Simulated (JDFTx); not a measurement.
**CdO (Monteponite) under changes of volume**

One of the cells (12.970 Å³/atom); the others are scaled copies at fixed shape and fractional positions:

```xyz
2
Lattice="0.0000 2.3495 2.3495 2.3495 0.0000 2.3495 2.3495 2.3495 0.0000" Properties=species:S:1:pos:R:3 pbc="T T T"
Cd    0.0000    0.0000    0.0000
O     2.3495    2.3495    2.3495
```

- Program: JDFTx 1.7.0 (patched build)
- Functional: PBEsol
- Potentials or basis: PseudoDojo-SR-PBEsol-0.4.1-standard with smoothed tails
- Cutoff: 1388 eV
- Density cutoff: 11102 eV
- k mesh: 10 × 10 × 10
- Occupations: fermi-dirac, width 0.05 eV
- Spin: no spin polarisation

```csv
volume (Å³/atom),energy over the lowest point (meV/atom),pressure (GPa)
12.191,19.79,9.4
12.451,7.61,5.6
12.710,1.22,2.2
12.970,0.00,-0.8
13.229,3.36,-3.5
13.488,10.81,-5.8
13.748,?,?
```

Problem. What does the run at 13.748 Å³/atom give?

Solution. Energy over the lowest point 21.90 meV/atom; pressure -8.0 GPa.

Worked out: A Birch-Murnaghan fit of order 3 (a polynomial in V^(-2/3)) to the other rows has its minimum at 12.91 Å³/atom with B0 = V·E''(V) = 145 GPa and B' = 4.7. It gives 21.96 meV/atom at 13.748 Å³/atom, against the run's 21.90, and -dE/dV = -7.9 GPa, against -8.0.

Energies are extrapolated to zero smearing.
